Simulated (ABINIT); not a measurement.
Set up this calculation in ABINIT 10.8.3 (patched build), as the native input.

| Item | Value |
| --- | --- |
| Task | equation of state |
| Functional | LDA-VWN |
| Potentials or basis | JTH PAW LDA v2.0 sp |
| Cutoff | 544 eV |
| k mesh | 8 × 8 × 8 |
| Occupations | fermi-dirac, width 0.05 eV |
| Spin | no spin polarisation |
| Fine-grid cutoff | 1088.46 eV |

Crystal: GaSb.

```
Sb Ga
1.0
     0.00000    3.05900    3.05900
     3.05900    0.00000    3.05900
     3.05900    3.05900    0.00000
Sb Ga
1 1
Direct
  0.75000 0.75000 0.75000
  0.00000 0.00000 0.00000
```

One way to write it, as run:

run.abi

```
# Datasets: one volume each
ndtset 7
getwfk -1
scalecart1 3*0.9795861087
scalecart2 3*0.9864848297
scalecart3 3*0.9932883884
scalecart4 3*1.0000000000
scalecart5 3*1.0066227096
scalecart6 3*1.0131594038
scalecart7 3*1.0196128224

# Pseudopotentials
pp_dirpath "./"
pseudos "Sb.LDA_PW-JTH_sp.xml, Ga.LDA_PW-JTH.xml"

# Structure
acell 4.3260792873 4.3260792873 4.3260792873 Angstrom
rprim
     0.0000000000     0.7071067812     0.7071067812
     0.7071067812     0.0000000000     0.7071067812
     0.7071067812     0.7071067812     0.0000000000
ntypat 2
znucl 51 31
natom 2
typat 1 2
xred
     0.7500000000     0.7500000000     0.7500000000
     0.0000000000     0.0000000000     0.0000000000

# Plane-wave basis
ecut 20.0
pawecutdg 40.0

# k points
kptopt 1
ngkpt 8 8 8
nshiftk 1
shiftk 0.0 0.0 0.0

# Exchange and correlation
ixc -1007

# Bands and occupations
nband 13
occopt 3
tsmear 0.00183747

# SCF cycle
nstep 100
tolvrs 1.0e-9

# Output
iomode 3
prtwf 1
prtden 0
prteig 0
prtebands 0
```

Potentials or basis: JTH PAW LDA v2.0 sp.

The run is started by

```sh
$ abinit run.abi > log 2>&1
```

Results of the run:

```yaml
Equilibrium_volume: 27.72 Å³/atom
Bulk_modulus: 56 GPa
Pressure_derivative_of_the_bulk_modulus: 4.7
```

Caveat: pressures at fixed basis lie under the slope of the energies; this set keeps more shells in the core, which shifts pressures and gaps.

Run time: 2.1 min on 1 thread of Arm Neoverse V1 (shared host), peak memory 0.14 GiB.
